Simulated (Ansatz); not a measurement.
## BaTiO3 under changes of volume

One of the cells (12.840 Å³/atom); the others are scaled copies at fixed shape and fractional positions:

```
CELL_PARAMETERS angstrom
2.82737 1.63238 2.31839
-2.82737 1.63238 2.31839
0.00000 -3.26476 2.31839
ATOMIC_POSITIONS crystal
Ba 0.00000 0.00000 0.00000
Ti 0.48450 0.48450 0.48450
O 0.50860 0.01750 0.50860
O 0.01750 0.50860 0.50860
O 0.50860 0.50860 0.01750
```

- Program: Ansatz 0.2.0
- Functional: LDA
- Potentials or basis: all-electron LAPW, scalar-relativistic
- Cutoff: 408 eV (chosen from the basis error)
- Basis error allowed: 0.002 eV/atom
- k mesh: 7 × 7 × 7
- Occupations: fermi-dirac, width 0.05 eV
- Spin: no spin polarisation

```csv
volume (Å³/atom),energy over the lowest point (meV/atom),pressure (GPa),gap on the mesh (eV),largest force (eV/Å)
12.070,5.45,5.6,2.57,0.682
12.327,0.00,1.3,2.52,0.441
12.583,1.03,-2.5,2.46,0.214
12.840,7.86,-5.9,2.41,0.162
13.097,19.86,-9.0,2.36,0.200
13.354,36.48,-11.7,2.30,0.389
13.611,?,?,?,?
```

Question: What does the run at 13.611 Å³/atom give?

Answer: Energy over the lowest point 57.23 meV/atom; pressure -14.1 GPa; gap on the mesh 2.25 eV; largest force 0.566 eV/Å.

Worked out: A Birch-Murnaghan fit of order 3 (a polynomial in V^(-2/3)) to the other rows has its minimum at 12.41 Å³/atom with B0 = V·E''(V) = 188 GPa and B' = 4.5 at fixed shape and positions, which overstates the stiffness. It gives 57.22 meV/atom at 13.611 Å³/atom, against the run's 57.23, and -dE/dV = -14.1 GPa, against -14.1. A straight line through the other rows of the gap, of slope -2.66 eV per unit of ln V, extrapolates to 2.25 eV, against the run's 2.25.

Energies are extrapolated to zero smearing.

Caveats: spin-orbit coupling is left out, which moves the levels of the heavy elements; an odd mesh through Γ misses points on the zone boundary, where band edges often lie.
